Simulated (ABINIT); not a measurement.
The system is CuAu.

```xyz
2
Lattice="2.8107 0.0000 0.0000 0.0000 2.8107 0.0000 0.0000 0.0000 3.6850" Properties=species:S:1:pos:R:3 pbc="T T T"
Au    0.0000    0.0000    0.0000
Cu    1.4054    1.4054    1.8425
```

Base run:

```yaml
Program: ABINIT 10.8.3 (patched build)
Functional: SCAN
Potentials_or_basis: JTH PAW PBE v2.0
Cutoff: 844 eV
k_mesh: 9 × 9 × 7
Occupations: fermi-dirac, width 0.05 eV
Spin: no spin polarisation
```

Its results: band gap on the k mesh none (metal or under the smearing width); pressure -3.3 GPa.

**Question.** The run is repeated on the same cell with these changes: functional from SCAN to PW91. What comes out?

**Answer.** Band gap on the k mesh none (metal or under the smearing width); pressure 4.7 GPa.

Caveats: the PAW data sets were made with another functional, which shifts forces and pressure a little; spin-orbit coupling is left out, which moves the levels of the heavy elements.
